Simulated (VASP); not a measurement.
# SiC (P6_3mc) in VASP: further runs, part 2 of 2

VASP 6.6.1.

### 4 Relaxation of cell and atoms, PBE

Contents of INCAR:

```
  PREC = Accurate
  ENCUT = 600
  EDIFF = 1E-6
  ISMEAR = 0
  SIGMA = 0.03
  LREAL = F
  LASPH = T
  NELM = 80
  ALGO = Normal
  ISIF = 3
  LWAVE = F
  LCHARG = F
  GGA = PE
  IBRION = 2
  NSW = 90
  EDIFFG = -0.01
  KPAR = 4
```

Contents of KPOINTS:

```
regular mesh
0
Gamma
  12 12 3
```

Contents of POSCAR:

```
SiC
1.0
    3.0756941500      0.0000000000      0.0000000000
   -1.5378470700      2.6636292700      0.0000000000
    0.0000000000      0.0000000000     10.0706464800
Si C
4 4
Direct
    0.6666666700      0.3333333300      0.9378419800
    0.3333333300      0.6666666700      0.4378419800
    0.0000000000      0.0000000000      0.6878943800
    0.0000000000      0.0000000000      0.1878943800
    0.6666666700      0.3333333300      0.7498025900
    0.3333333300      0.6666666700      0.2498025900
    0.0000000000      0.0000000000      0.5004600500
    0.0000000000      0.0000000000      0.0004600500
```

Started as:

```console
$ cat potpaw_PBE.64/Si/POTCAR potpaw_PBE.64/C/POTCAR > POTCAR
$ mpirun -np 4 vasp_std > vasp.out
```

Run time: 59 s. Hardware: 4 MPI ranks of Intel Xeon Platinum 8488C (Sapphire Rapids), shared host; peak memory 0.27 GiB.

It converged, with:

```yaml
Free_energy: -60.2531 eV
Relaxed_volume: 10.49 Å³/atom
Relaxed_cell: a = 3.093 Å, b = 3.093 Å, c = 10.126 Å, α = 90.00°, β = 90.00°, γ = 120.00°
Space_group_after_relaxing_to_0.05_Å: P6_3mc (No. 186)
Energy_gained_by_relaxing: 2.0 meV/atom
Ionic_steps: 3
Pressure_after_relaxing: 0.0 GPa
Largest_force_after_relaxing: 0.006 eV/Å
Band_gap_on_the_k_mesh: 2.22 eV, indirect (least direct gap 3.34 eV)
```

Forces in eV/Å, atoms in the order of the input:
```
Si   0.000  0.000  0.006
Si   0.000  0.000  0.006
Si   0.000  0.000  0.000
Si   0.000  0.000  0.000
C    0.000  0.000 -0.003
C    0.000  0.000 -0.003
C    0.000  0.000 -0.003
C    0.000  0.000 -0.003
```

The path:
| step | energy change (eV) | largest force (eV/Å) | pressure (GPa) | volume (Å³) |
| --- | --- | --- | --- | --- |
| 1 | 0.0000 | 0.0055 | 3.72 | 82.50 |
| 2 | 0.0009 | 0.0173 | -3.60 | 85.40 |
| 3 | -0.0161 | 0.0065 | 0.00 | 83.91 |

Final structure:
```
Si C
1.0
     3.09331    0.00000    0.00000
    -1.54666    2.67889    0.00000
     0.00000    0.00000   10.12634
Si C
4 4
Direct
  0.66667 0.33333 0.93783
  0.33333 0.66667 0.43783
  0.00000 0.00000 0.68790
  0.00000 0.00000 0.18790
  0.66667 0.33333 0.74982
  0.33333 0.66667 0.24982
  0.00000 0.00000 0.50045
  0.00000 0.00000 0.00045
```

Levels at points of the mesh, in eV from the valence-band top:
```csv
k point,band 12,band 13,band 14,band 15,band 16,band 17,band 18,band 19,band 20,band 21
"(0.00, 0.00, 0.00)",-0.58,-0.58,-0.05,0.00,0.00,4.97,5.55,6.13,6.19,6.89
"(0.50, 0.00, 0.00)",-2.37,-2.34,-2.20,-1.57,-1.12,2.22,2.34,4.18,4.66,5.24
```

Caveat: an odd mesh through Γ misses points on the zone boundary, where band edges often lie.

### 5 Relaxation of cell and atoms, PBE

This run uses another cell than the first one, of 10.49 Å³/atom, 1.017 times its volume.

INCAR, as its differences from that of step 4:

```diff
@@ -2,3 +2,3 @@
   ENCUT = 600
-  EDIFF = 1E-6
+  EDIFF = 1E-7
   ISMEAR = 0
@@ -15,3 +15,3 @@
   NSW = 90
-  EDIFFG = -0.01
+  EDIFFG = -0.005
   KPAR = 4
```

KPOINTS is that of step 4.

Contents of POSCAR:

```
SiC                                     
1.0
    3.0933125026      0.0000000000      0.0000000000
   -1.5466562463      2.6788872110      0.0000000000
    0.0000000000      0.0000000000     10.1263362769
  Si              C             
     4     4
Direct
     0.6666666699999979    0.3333333300000021    0.9378301239301475
     0.3333333300000021    0.6666666699999979    0.4378301239301476
     0.0000000000000000    0.0000000000000000    0.6878988003608835
     0.0000000000000000    0.0000000000000000    0.1878988003608834
     0.6666666699999979    0.3333333300000021    0.7498156860741072
     0.3333333300000021    0.6666666699999979    0.2498156860741072
     0.0000000000000000    0.0000000000000000    0.5004543896348691
     0.0000000000000000    0.0000000000000000    0.0004543896348691
```

Potentials or basis: VASP PAW PBE potentials, release 64 (Si, C).

Started as:

```console
$ cat potpaw_PBE.64/Si/POTCAR potpaw_PBE.64/C/POTCAR > POTCAR
$ mpirun -np 4 vasp_std > vasp.out
```

OUTCAR:

```text
PREC = Accurate
   ENCUT = 600
   EDIFF = 1E-7
   ISMEAR = 0
   LREAL = F
   LASPH = T
   NELM = 80
   ISIF = 3
   GGA = PE
   IBRION = 2
   NSW = 90
   EDIFFG = -0.005

 ion  position               nearest neighbor table
   1  0.667  0.333  0.938-   8 1.90   8 1.90   8 1.90   5 1.90   3 3.10   3 3.10   3 3.10   4 3.10
                             4 3.10   4 3.10
   2  0.333  0.667  0.438-   7 1.90   7 1.90   7 1.90   6 1.90   4 3.10   4 3.10   4 3.10   3 3.10
                             3 3.10   3 3.10
   3  0.000  0.000  0.688-   5 1.89   5 1.89   5 1.89   7 1.90   1 3.10   1 3.10   1 3.10   2 3.10
                             2 3.10   2 3.10
   4  0.000  0.000  0.188-   6 1.89   6 1.89   6 1.89   8 1.90   2 3.10   2 3.10   2 3.10   1 3.10
                             1 3.10   1 3.10
   5  0.667  0.333  0.750-   3 1.89   3 1.89   3 1.89   1 1.90
   6  0.333  0.667  0.250-   4 1.89   4 1.89   4 1.89   2 1.90
   7  0.000  0.000  0.500-   2 1.90   2 1.90   2 1.90   3 1.90
   8  0.000  0.000  0.000-   1 1.90   1 1.90   1 1.90   4 1.90

  LATTYP: Found a hexagonal cell.
 ALAT       =     3.0933125026
 C/A-ratio  =     3.2736221343

  Lattice vectors:

 A1 = (   3.0933125026,   0.0000000000,   0.0000000000)
 A2 = (  -1.5466562463,   2.6788872110,   0.0000000000)
 A3 = (   0.0000000000,   0.0000000000,  10.1263362769)

Analysis of symmetry for initial positions (statically):
=====================================================================
 Subroutine PRICEL returns:
 Original cell was already a primitive cell.

 Routine SETGRP: Setting up the symmetry group for a
 hexagonal supercell.

 Subroutine GETGRP returns: Found 12 space group operations
 (whereof  6 operations were pure point group operations)
 out of a pool of 24 trial point group operations.

The static configuration has the point symmetry C_3v.
 The point group associated with its full space group is C_6v.

Analysis of symmetry for dynamics (positions and initial velocities):
=====================================================================
 Subroutine PRICEL returns:
 Original cell was already a primitive cell.

 Routine SETGRP: Setting up the symmetry group for a
 hexagonal supercell.

 Subroutine GETGRP returns: Found 12 space group operations
 (whereof  6 operations were pure point group operations)
 out of a pool of 24 trial point group operations.

The dynamic configuration has the point symmetry C_3v.
 The point group associated with its full space group is C_6v.

 Subroutine INISYM returns: Found 12 space group operations
 (whereof  6 operations are pure point group operations),
 and found     1 'primitive' translations

----------------------------------------------------------------------------------------

                                     Primitive cell

  volume of cell :      83.9133

  direct lattice vectors                    reciprocal lattice vectors
     3.093312503  0.000000000  0.000000000     0.323278039  0.186644662  0.000000000
    -1.546656246  2.678887211  0.000000000     0.000000000  0.373289325  0.000000000
     0.000000000  0.000000000 10.126336277     0.000000000  0.000000000  0.098752399

  length of vectors
     3.093312503  3.093312502 10.126336277     0.373289325  0.373289325  0.098752399

  position of ions in fractional coordinates (direct lattice)
     0.666666670  0.333333330  0.937830124
     0.333333330  0.666666670  0.437830124
     0.000000000  0.000000000  0.687898800
     0.000000000  0.000000000  0.187898800
[... 68 lines left out ...]
 [... further k-points ...]
   k-points           NKPTS =     38   k-points in BZ     NKDIM =     38   number of bands    NBANDS=     21
   number of dos      NEDOS =    301   number of ions     NIONS =      8
   total plane-waves  NPLWV =  65856
   dimension x,y,z NGX =    28 NGY =   28 NGZ =   84
   dimension x,y,z NGXF=    56 NGYF=   56 NGZF=  168
   ions per type =               4   4
   NGX,Y,Z   is equivalent  to a cutoff of  15.05, 15.05, 13.79 a.u.
   NGXF,Y,Z  is equivalent  to a cutoff of  30.10, 30.10, 27.58 a.u.
 SYSTEM =  unknown system
   PREC   = accura    normal or accurate (medium, high low for compatibility)
   ISTART =      0    job   : 0-new  1-cont  2-samecut
   ICHARG =      2    charge: 1-file 2-atom 10-const
   ISPIN  =      1    spin polarized calculation?
   LNONCOLLINEAR =      F non collinear calculations
   LSORBIT =      F    spin-orbit coupling
   LASPH  =      T    aspherical Exc in radial PAW
   ENCUT  =  600.0 eV  44.10 Ry    6.64 a.u.   6.18  6.18 20.22*2*pi/ulx,y,z
   NELM   =     80;   NELMIN=  2; NELMDL= -5     # of ELM steps
   EDIFF  = 0.1E-06   stopping-criterion for ELM
   LREAL  =      F    real-space projection
   EDIFFG = -.5E-02   stopping-criterion for IOM
   NSW    =     90    number of steps for IOM
   IBRION =      2    ionic relax: 0-MD 1-quasi-New 2-CG
   NFREE  =      1    steps in history (QN), initial steepest desc. (CG)
   ISIF   =      3    stress and relaxation
   ISYM   =      2    0-nonsym 1-usesym 2-fastsym
   POTIM  = 0.5000    time-step for ionic-motion
   TEBEG  =    0.0;   TEEND  =   0.0 temperature during run
   PSTRESS=    0.0 pullay stress
   NELECT =      32.0000    total number of electrons
   NUPDOWN=      -1.0000    fix difference up-down
   EMIN   =  10.00;   EMAX   =-10.00  energy-range for DOS
   EFERMI =   0.00;   METHOD = LEGACY
   ISMEAR =     0;   SIGMA  =   0.03  broadening in eV -4-tet -1-fermi 0-gaus
   EFERMI_NEDOS =   21; number of points for ismear=-14 and -15
   IALGO  =     38    algorithm
   IMIX   =      4    mixing-type and parameters
     AMIX     =   0.40;   BMIX     =  1.00
     AMIX_MAG =   1.60;   BMIX_MAG =  1.00
  volume/ion in A,a.u.               =      10.49        70.78
  Fermi-wavevector in a.u.,A,eV,Ry     =   1.187175  2.243435 19.175830  1.409384
  Thomas-Fermi vector in A             =   2.323332
   LORBIT       =      0    0 simple, 1 ext, 2 COOP (PROOUT), +10 PAW based schemes
   GGA     = PE    functional components
   LHFCALC =     F    Hartree Fock is set to
   AEXX    =    0.0000 exact exchange contribution
   IVDW    =     0    specifies the selected vdW correction
   LEPSILON=     F    determine dielectric tensor
   LRPA    =     F    only Hartree local field effects (RPA)
 conjugate gradient relaxation of ions
 non-spin polarized calculation
 Gauss-broadening in eV      SIGMA  =   0.03
  energy-cutoff  :      600.00
  volume of cell :       83.91
 maximum number of plane-waves:      2824
 NGX is ok and might be reduce to    28
   NGX = 13   NGY = 13   NGZ = 41

--------------------------------------- Ionic step        1  -------------------------------------------

 number of electron      31.9999999 magnetization

 Free energy of the ion-electron system (eV)
  ---------------------------------------------------
  ext. energy  EPLUGINS =         0.00000000
  ---------------------------------------------------
  free energy    TOTEN  =       -60.25443995 eV

  energy without entropy =      -60.25443995  energy(sigma->0) =      -60.25443995

------------------------ aborting loop because EDIFF is reached ----------------------------------------

  FORCE on cell =-STRESS in cart. coord.  units (eV):
  Direction    XX          YY          ZZ          XY          YZ          ZX
  --------------------------------------------------------------------------------------
  -------------------------------------------------------------------------------------
  Total       -0.0125249     -0.0125249      0.0077235     -0.0000000      0.0000000      0.0000000
  in kB       -0.2391411     -0.2391411      0.1474666     -0.0000000      0.0000000      0.0000000
  external PRESSURE =      -0.1102719 kB  Pullay stress =       0.0000000 kB
[... 71 lines left out ...]
--------------------------------------- Ionic step        3  -------------------------------------------

 number of electron      31.9999999 magnetization

 Free energy of the ion-electron system (eV)
  ---------------------------------------------------
  ext. energy  EPLUGINS =         0.00000000
  ---------------------------------------------------
  free energy    TOTEN  =       -60.25444215 eV

  energy without entropy =      -60.25444215  energy(sigma->0) =      -60.25444215

 E-fermi :   8.1979     XC(G=0): -11.2935

 val. band max:        8.0199378840   @ k =   0.0000   0.0000   0.0000
 cond. band min:      10.2432867754   @ k =   0.5000  -0.0000   0.0000
 fundamental gap:      2.2233488914
 Fermi energy:         8.1979397155

 k-point     1 :       0.0000    0.0000    0.0000
  band No.  band energies     occupation
      1      -7.3523      2.00000
      2      -6.1885      2.00000
      3      -6.1525      2.00000
      4      -3.8375      2.00000
      5      -0.5123      2.00000
      6       3.6656      2.00000
[... 565 lines left out ...]
     20      13.2486      0.00000
     21      13.7693      0.00000

 [... further k-points ...]
[... 5 lines left out ...]
  --------------------------------------------------------------------------------------
  -------------------------------------------------------------------------------------
  Total        0.0019780      0.0019780     -0.0033640      0.0000000     -0.0000000     -0.0000000
  in kB        0.0377689      0.0377689     -0.0642328      0.0000000     -0.0000000     -0.0000000
  external PRESSURE =       0.0037683 kB  Pullay stress =       0.0000000 kB
[... 23 lines left out ...]
  FREE ENERGIE OF THE ION-ELECTRON SYSTEM (eV)
  ---------------------------------------------------
  free  energy   TOTEN  =       -60.2544421527 eV

  energy  without entropy=      -60.2544421527  energy(sigma->0) =      -60.25444215

 reached required accuracy - stopping structural energy minimisation
```

Wall time 42 s (4 MPI ranks of Intel Xeon Platinum 8488C (Sapphire Rapids), shared host); peak memory 0.26 GiB.

What came out:

```
Free energy               : -60.2544 eV
Energy gained by relaxing : 0.0 meV/atom
Ionic steps               : 3
Pressure after relaxing   : 0.0 GPa
Band gap on the k mesh    : 2.22 eV, indirect (least direct gap 3.34 eV)
```

Final structure:
```xyz
8
Lattice="3.0932 0.0000 0.0000 -1.5466 2.6788 0.0000 0.0000 0.0000 10.1266" Properties=species:S:1:pos:R:3 pbc="T T T"
Si    1.5466    0.8929    9.4972
Si    0.0000    1.7859    4.4339
Si    0.0000    0.0000    6.9661
Si    0.0000    0.0000    1.9028
C     1.5466    0.8929    7.5930
C     0.0000    1.7859    2.5297
C     0.0000    0.0000    5.0678
C     0.0000    0.0000    0.0045
```

Caveat: an odd mesh through Γ misses points on the zone boundary, where band edges often lie.
